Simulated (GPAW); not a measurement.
# PbS in GPAW: the effect of functional

PbS:

```xyz
2
Lattice="2.1127 1.2197 3.4519 -2.1127 1.2197 3.4519 0.0000 -2.4395 3.4519" Properties=species:S:1:pos:R:3 pbc="T T T"
Pb    0.0000    0.0000   10.1545
S     0.0000    0.0000    4.9193
```

The cell is a database's computed one.

Alike in all runs:

```yaml
Program: GPAW 26.7.0
Task: dielectric tensor
Cutoff: 500 eV
Basis: pw
k_mesh: 6 × 6 × 6
Occupations: fermi-dirac, width 0.001 eV
Spin: no spin polarisation
```

```tsv
functional	potentials or basis	dielectric constant (mean)
GLLB-SC	the program's PAW data sets (release 1.2.1) made for this functional	11.39
LDA	the program's PAW data sets (release 1.2.1) made for this functional	20.52
AM05	PAW data sets generated in the run's folder for this functional	?
```

Q: What does the run with functional AM05 give?

A: Dielectric constant 17.24 mean.

Caveats: the long-wavelength limit can be off by a per cent or two; a model potential gives levels but no total energy (some runs); response on these states lacks terms of the Hamiltonian (some runs).

Runs at the PBE level aren't shown here.
